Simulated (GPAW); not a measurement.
GaN:

```
Ga N
1.0
     0.00000    2.25350    2.25350
     2.25350    0.00000    2.25350
     2.25350    2.25350    0.00000
Ga N
1 1
Direct
  0.00000 0.00000 0.00000
  0.25000 0.25000 0.25000
```

The cell is a database's computed one.

Base run:

* Program: GPAW 26.7.0
* Functional: PBE
* Potentials or basis: GPAW PAW data sets (gpaw-data 1.2.1)
* Cutoff: 600 eV
* Basis: pw
* k mesh: 8 × 8 × 8
* Occupations: fermi-dirac, width 0.05 eV
* Spin: no spin polarisation

Its results: band gap on the k mesh 1.80 eV, direct; pressure 7.0 GPa.

The run is repeated on the same cell with these changes: cutoff from 600 eV to 650 eV. What comes out?

Band gap on the k mesh 1.83 eV, direct; pressure 9.6 GPa.

Caveats: the cutoff is short for stress and forces, so pressures can be off by a GPa or more.

